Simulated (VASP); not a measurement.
BeS (strained measured structure): a r²SCAN single-point calculation in VASP

INCAR

```
PREC = Accurate
ALGO = Normal
NBANDS = 11
METAGGA = R2SCAN
LELF = .TRUE.
SIGMA = 0.01
LCHARG = .TRUE.
NELM = 120
ISMEAR = 0
ISIF = 2
EDIFF = 1E-7
IBRION = -1
LWAVE = .FALSE.
NSW = 0
ENCUT = 520
LREAL = .FALSE.
LASPH = .TRUE.
```

KPOINTS

```
KPOINTS created by Atomic Simulation Environment
0
Gamma
10 10 10
0 0 0
```

KPOINTS_OPT

```
special points
8
Reciprocal
0.0000000000 0.0000000000 0.0000000000 1
-0.5000000000 -0.5000000000 0.0000000000 1
-0.3750000000 -0.3750000000 0.2500000000 1
-0.3750000000 0.0000000000 0.3750000000 1
0.0000000000 0.0000000000 0.5000000000 1
-0.5000000000 -0.2500000000 0.2500000000 1
-0.0375000000 0.0000000000 0.0375000000 1
0.0000000000 0.5000000000 0.5000000000 1
```

POSCAR

```
Be S
 1.0000000000000000
     0.0000000000000000    2.4676566368000001    2.4343066359000001
     2.4343066359000001    0.0000000000000000    2.4343066359000001
     2.4343066359000001    2.4676566368000001    0.0000000000000000
 Be  S
   1   1
Cartesian
  0.0000000000000000  0.0000000000000000  0.0000000000000000
  1.2171533179499998  1.2338283183999998  1.2171533179499998
```

VASP ran with the recommended PBE PAW datasets (8 valence electrons in the cell).

Command

```
mpirun -np 1 vasp_std
```

From OUTCAR

```
k-points           NKPTS =    102   k-points in BZ     NKDIM =    102   number of bands    NBANDS=     11

   NELECT =       8.0000    total number of electrons

   dimension x,y,z NGX =    28 NGY =   28 NGZ =   28
   dimension x,y,z NGXF=    56 NGYF=   56 NGZF=   56

  energy-cutoff  :      520.00
  volume of cell :       29.25
      direct lattice vectors                 reciprocal lattice vectors
     0.000000000  2.467656637  2.434306636    -0.205397296  0.202621383  0.205397296
     2.434306636  0.000000000  2.434306636     0.205397296 -0.202621383  0.205397296
     2.434306636  2.467656637  0.000000000     0.205397296  0.202621383 -0.205397296

 k-points in reciprocal lattice and weights: KPOINTS created by Atomic Simulation Env
   0.00000000  0.00000000  0.00000000       0.001
   0.10000000  0.00000000  0.00000000       0.008
   0.20000000  0.00000000  0.00000000       0.008
   0.30000000  0.00000000 -0.00000000       0.008
   0.40000000  0.00000000 -0.00000000       0.008
   0.50000000  0.00000000  0.00000000       0.004
   0.10000000  0.10000000  0.00000000       0.004
   0.20000000  0.10000000  0.00000000       0.016
   ...

 E-fermi :   3.8830

 k-point     1 :       0.0000    0.0000    0.0000
  band No.  band energies     occupation
      1     -10.4146      2.00000
      2       3.6588      2.00000
      3       3.7349      2.00000
      4       3.7349      2.00000
      5       9.9769      0.00000
      6       9.9769      0.00000
      7       9.9916      0.00000
      8      10.1716      0.00000
      9      16.9274      0.00000
     10      17.2383      0.00000
     11      19.4083      0.00000

 k-point     2 :       0.1000    0.0000    0.0000
  band No.  band energies     occupation
      1     -10.2991      2.00000
      2       2.9011      2.00000
      3       3.5520      2.00000
      4       3.6113      2.00000
      5       9.9212      0.00000
      6      10.2199      0.00000
      7      10.2291      0.00000
      8      11.0486      0.00000
      9      16.4588      0.00000
     10      16.7218      0.00000
     11      19.3692      0.00000

 k-point     3 :       0.2000    0.0000    0.0000
  band No.  band energies     occupation
      1      -9.9705      2.00000
      2       1.2654      2.00000
      3       3.2439      2.00000
      4       3.3266      2.00000
      5       9.8597      0.00000
      6      10.7047      0.00000
      7      10.7212      0.00000
      8      12.7487      0.00000
      9      16.0276      0.00000
     10      16.1867      0.00000
     11      19.0189      0.00000

 k-point     4 :       0.3000    0.0000   -0.0000
  band No.  band energies     occupation
      1      -9.4938      2.00000
      2      -0.3777      2.00000
      3       2.9249      2.00000
      4       3.0310      2.00000
      5       9.7876      0.00000
      6      10.9341      0.00000
      7      11.0054      0.00000
      8      14.3711      0.00000
      9      16.5666      0.00000
     10      16.5918      0.00000
     11      18.7485      0.00000

 k-point     5 :       0.4000    0.0000   -0.0000
  band No.  band energies     occupation
      1      -9.0200      2.00000
      2      -1.6105      2.00000
      3       2.7016      2.00000
      4       2.8242      2.00000
      5       9.7277      0.00000
      6      10.8713      0.00000
      7      10.9762      0.00000
      8      15.3724      0.00000
      9      17.9897      0.00000
     10      18.0658      0.00000
     11      19.1386      0.00000

 k-point     6 :       0.5000    0.0000    0.0000
  band No.  band energies     occupation
      1      -8.8068      2.00000
      2      -2.0845      2.00000
      3       2.6227      2.00000
      4       2.7512      2.00000
      5       9.7042      0.00000
      6      10.8096      0.00000
      7      10.9218      0.00000
      8      15.6447      0.00000
      9      19.2505      0.00000
     10      19.3669      0.00000
     11      19.7917      0.00000

 k-point     7 :       0.1000    0.1000    0.0000
  band No.  band energies     occupation
      1     -10.2591      2.00000
      2       3.0818      2.00000
      3       3.2754      2.00000
      4       3.3369      2.00000
      5       9.6415      0.00000
      6      10.5782      0.00000
      7      10.6610      0.00000
      8      10.9744      0.00000
      9      15.7538      0.00000
     10      17.2300      0.00000
     11      19.7786      0.00000

 k-point     8 :       0.2000    0.1000    0.0000
  band No.  band energies     occupation
      1      -9.9998      2.00000
      2       1.7691      2.00000
      3       2.9311      2.00000
      4       3.1722      2.00000
      5       9.6613      0.00000
      6      10.8132      0.00000
      7      11.2629      0.00000
      8      12.1165      0.00000
      9      15.1846      0.00000
     10      17.1620      0.00000
     11      19.9119      0.00000

 k-point     9 :       0.3000    0.1000   -0.0000
  band No.  band energies     occupation
      1      -9.5683      2.00000
      2       0.1626      2.00000
      3       2.6113      2.00000
      4       2.8753      2.00000
      5       9.8468      0.00000
      6      10.9946      0.00000
      7      11.6414      0.00000
      8      12.9544      0.00000
      9      16.0468      0.00000
     10      17.4807      0.00000
     11      19.4918      0.00000

 k-point    10 :       0.4000    0.1000    0.0000
  band No.  band energies     occupation
      1      -9.0816      2.00000
      2      -1.1872      2.00000
      3       2.4253      2.00000
      4       2.5401      2.00000
      5       9.9025      0.00000
      6      10.9877      0.00000
      7      11.5687      0.00000
      8      14.0755      0.00000
      9      17.4257      0.00000
     10      18.6748      0.00000
     11      19.4311      0.00000

 k-point    11 :       0.5000    0.1000   -0.0000
  band No.  band energies     occupation
      1      -8.7633      2.00000
      2      -1.9162      2.00000
      3       2.2403      2.00000
      4       2.4597      2.00000
      5       9.9553      0.00000
      6      10.9154      0.00000
      7      11.3457      0.00000
      8      15.3554      0.00000
      9      18.0520      0.00000
     10      19.3430      0.00000
     11      20.1458      0.00000

 k-point    12 :      -0.4000    0.1000    0.0000
  band No.  band energies     occupation
      1      -8.8383      2.00000
      2      -1.7541      2.00000
      3       2.1230      2.00000
      4       2.6309      2.00000
      5      10.0799      0.00000
      6      10.9698      0.00000
      7      11.1994      0.00000
      8      15.4273      0.00000
      9      17.5864      0.00000
     10      18.5992      0.00000
     11      20.0912      0.00000

 k-point    13 :      -0.3000    0.1000    0.0000
  band No.  band energies     occupation
      1      -9.2469      2.00000
      2      -0.7736      2.00000
      3       2.1863      2.00000
      4       2.9373      2.00000
      5      10.2173      0.00000
      6      11.0970      0.00000
      7      11.1498      0.00000
      8      14.2835      0.00000
      9      15.8992      0.00000
     10      18.6075      0.00000
     11      19.3125      0.00000

 k-point    14 :      -0.2000    0.1000   -0.0000
  band No.  band energies     occupation
      1      -9.7338      2.00000
      2       0.6801      2.00000
      3       2.4507      2.00000
      4       3.2927      2.00000
      5      10.2900      0.00000
      6      10.8029      0.00000
      7      11.1093      0.00000
      8      13.0532      0.00000
      9      15.1717      0.00000
     10      17.2409      0.00000
     11      19.7029      0.00000

 k-point    15 :      -0.1000    0.1000    0.0000
  band No.  band energies     occupation
      1     -10.1137      2.00000
      2       2.1203      2.00000
      3       2.9625      2.00000
      4       3.5558      2.00000
      5      10.1695      0.00000
      6      10.3540      0.00000
      7      10.6197      0.00000
      8      11.9602      0.00000
      9      15.5398      0.00000
     10      16.7303      0.00000
     11      19.7653      0.00000

 k-point    16 :       0.2000    0.2000    0.0000
  band No.  band energies     occupation
      1      -9.8166      2.00000
      2       1.7166      2.00000
      3       2.4793      2.00000
      4       2.5191      2.00000
      5       9.0564      0.00000
      6      11.4238      0.00000
      7      12.0643      0.00000
      8      12.2341      0.00000
      9      14.8925      0.00000
     10      17.8852      0.00000
     11      21.0063      0.00000

 ...

  Total       -0.1058365     -0.3565667     -0.1058365      0.0000000     -0.0000000      0.0000000
  in kB       -5.7980314    -19.5337691     -5.7980314      0.0000000     -0.0000000      0.0000000
  external PRESSURE =     -10.3766106 kB  Pullay stress =       0.0000000 kB

 POSITION                                       TOTAL-FORCE (eV/Angst)
 -----------------------------------------------------------------------------------
      0.00000      0.00000      0.00000        -0.000000      0.000000     -0.000000
      1.21715      1.23383      1.21715         0.000000     -0.000000      0.000000
 -----------------------------------------------------------------------------------
    total drift:                                0.000000      0.000000      0.000000

  FREE ENERGIE OF THE ION-ELECTRON SYSTEM (eV)
  ---------------------------------------------------
  free  energy   TOTEN  =       -14.7846809937 eV

  energy  without entropy=      -14.7846809937  energy(sigma->0) =      -14.78468099
```

```
gap between bands v and c : 3.57 eV
least direct gap          : 6.21 eV
pressure                  : -1.0 GPa
```

Band v is the last that the valence electrons fill when counted band by band, and c is the next.

The run took about 1.9 min on one core of a shared host (Intel Xeon Platinum 8488C) and held 0.19 GiB at most.
